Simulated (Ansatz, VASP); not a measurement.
# One calculation of Ni, two programs

```
Ni
1.0
    -1.38372    1.38372    1.38372
     1.38372   -1.38372    1.38372
     1.38372    1.38372   -1.38372
Ni
1
Direct
  0.00000 0.00000 0.00000
```

Alike in both runs: task single point; functional PBE; k mesh 10 × 10 × 10; occupations gaussian, width 0.1 eV; collinear spin.

```csv
,VASP,Ansatz
version,VASP 6.6.1,Ansatz 0.2.0
potentials or method,"VASP PAW PBE potentials, release 64 (Ni)","scalar-relativistic, plane waves, PAW"
plane-wave cutoff (eV),520,420
valence electrons in the cell,10,18
```

VASP gave:

* gap on the k mesh at the Fermi level (eV): none
* pressure (GPa): 6.9
* net moment per atom (μB): 0.43
* size of the moment on the site where the two differ most (μB): 0.44

Q: Estimate Ansatz's values.

A: gap on the k mesh at the Fermi level (eV): none; pressure (GPa): 7.6; net moment per atom (μB): 0.51; size of the moment on the site where the two differ most (μB): 0.54.

Site moments also hang on the region over which each program counts them. A gap of «none» marks a metal or a gap that the smearing closes. The two sets of potentials don't hold the same shells in valence.
